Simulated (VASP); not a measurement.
Wanted: the native input for a VASP 6.6.1 run.

```yaml
Task: single point
Functional: PBE
Potentials_or_basis: VASP PAW PBE potentials, release 64 (Ag)
Cutoff: 320 eV
k_mesh: 5 × 5 × 5
Occupations: fermi-dirac, width 0.05 eV
Spin: no spin polarisation
Further_INCAR_settings: ALGO = Normal; EDIFF = 1e-06
```

The structure of Ag lies in POSCAR:

```
Ag
1.0
    8.2940000000      0.0000000000      0.0000000000
    0.0000000000      8.2940000000      0.0000000000
    0.0000000000      0.0000000000      8.2940000000
Ag
32
Direct
    0.0000000000      0.0000000000      0.0000000000
    0.0000000000      0.0000000000      0.5000000000
    0.0000000000      0.5000000000      0.0000000000
    0.0000000000      0.5000000000      0.5000000000
    0.5000000000      0.0000000000      0.0000000000
    0.5000000000      0.0000000000      0.5000000000
    0.5000000000      0.5000000000      0.0000000000
    0.5000000000      0.5000000000      0.5000000000
    0.0000000000      0.2500000000      0.2500000000
    0.0000000000      0.2500000000      0.7500000000
    0.0000000000      0.7500000000      0.2500000000
    0.0000000000      0.7500000000      0.7500000000
    0.5000000000      0.2500000000      0.2500000000
    0.5000000000      0.2500000000      0.7500000000
    0.5000000000      0.7500000000      0.2500000000
    0.5000000000      0.7500000000      0.7500000000
    0.2500000000      0.0000000000      0.2500000000
    0.2500000000      0.0000000000      0.7500000000
    0.2500000000      0.5000000000      0.2500000000
    0.2500000000      0.5000000000      0.7500000000
    0.7500000000      0.0000000000      0.2500000000
    0.7500000000      0.0000000000      0.7500000000
    0.7500000000      0.5000000000      0.2500000000
    0.7500000000      0.5000000000      0.7500000000
    0.2500000000      0.2500000000      0.0000000000
    0.2500000000      0.2500000000      0.5000000000
    0.2500000000      0.7500000000      0.0000000000
    0.2500000000      0.7500000000      0.5000000000
    0.7500000000      0.2500000000      0.0000000000
    0.7500000000      0.2500000000      0.5000000000
    0.7500000000      0.7500000000      0.0000000000
    0.7500000000      0.7500000000      0.5000000000
```

The cell was built by a generator and needn't be a form met in nature.

These files were run (other wordings do the same):

INCAR

```
PREC = Accurate
ENCUT = 320
EDIFF = 1E-6
ISMEAR = -1
SIGMA = 0.05
LREAL = F
LASPH = T
NELM = 60
ALGO = Normal
ISIF = 2
LWAVE = F
LCHARG = F
GGA = PE
```

KPOINTS

```
Automatic mesh
0
Gamma
  5 5 5
```

Potentials or basis: VASP PAW PBE potentials, release 64 (Ag).

Launch:

```console
$ cat potpaw_PBE.64/Ag/POTCAR > POTCAR
$ mpirun -np 1 vasp_std > vasp.out
```

It gave:

```
Pressure               : -0.6 GPa
Band gap on the k mesh : none (metal or under the smearing width)
```

Wall time 7.2 min on 1 thread of Intel(R) Xeon(R) Platinum 8559C (Emerald Rapids) (shared host), peak memory 0.54 GiB.
